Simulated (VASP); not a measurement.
A run of VASP 6.6.1 is set up as follows.

Contents of INCAR:

```
PREC     = Accurate       # precision mode
ENCUT    = 600            # plane-wave cutoff, eV
EDIFF    = 1E-7           # SCF threshold, eV
ISMEAR   = 1              # smearing method
SIGMA    = 0.1            # smearing width, eV
LREAL    = False          # projectors in reciprocal space
LASPH    = True           # aspherical terms in the spheres
NELM     = 80             # most SCF steps
ALGO     = Normal         # electronic algorithm
ISIF     = 3              # what is computed and relaxed
LWAVE    = False          # write WAVECAR
LCHARG   = False          # write CHGCAR
GGA      = MK             # functional
LUSE_VDW = True         
AGGAC    = 0.0          
PARAM1   = 0.1234       
PARAM2   = 0.711357     
ZAB_VDW  = -1.8867      
IBRION   = 2              # ionic algorithm
NSW      = 90             # ionic steps
EDIFFG   = -0.005         # ionic threshold
```

The input KPOINTS:

```
Automatic mesh
0
Gamma
  12 12 6
```

Contents of POSCAR:

```
TiSe2                                   
1.0
    3.5247172698     -0.0000000000      0.0000000000
   -1.7623586349      3.0524946968     -0.0000000000
    0.0000000000     -0.0000000000      5.9838372376
  Ti              Se            
     1     2
Direct
     0.0000000000000000    0.0000000000000000    0.0000000000000000
     0.3333333332999970    0.6666666667000030    0.2581962461871908
     0.6666666667000030    0.3333333332999970    0.7418037538128092
```

Potentials or basis: VASP PAW PBE potentials, release 64 (Ti_sv, Se).

Command:

```bash
$ cat potpaw_PBE.64/Ti_sv/POTCAR potpaw_PBE.64/Se/POTCAR > POTCAR
$ mpirun -np 1 vasp_std > vasp.out
```

Task: Estimate the space group after relaxing (to 0.05 Å).

Result: P-3m1 (No. 164).

Task: Predict the relaxed volume.

Result: 21.45 Å³/atom.

Task: Predict the band gap on the k mesh.

Result: None (metal or under the smearing width).

Final structure:
```cif
data_structure
_symmetry_space_group_name_H-M 'P 1'
_symmetry_Int_Tables_number 1
_cell_length_a 3.5227
_cell_length_b 3.5227
_cell_length_c 5.9864
_cell_angle_alpha 90.000
_cell_angle_beta 90.000
_cell_angle_gamma 120.000
_cell_volume 64.34
loop_
_atom_site_label
_atom_site_type_symbol
_atom_site_fract_x
_atom_site_fract_y
_atom_site_fract_z
_atom_site_occupancy
Ti1 Ti 0.00000 0.00000 0.00000 1
Se1 Se 0.33333 0.66667 0.25832 1
Se2 Se 0.66667 0.33333 0.74168 1
```

Caveat: the PAW data sets were made with another functional, which shifts forces and pressure a little.
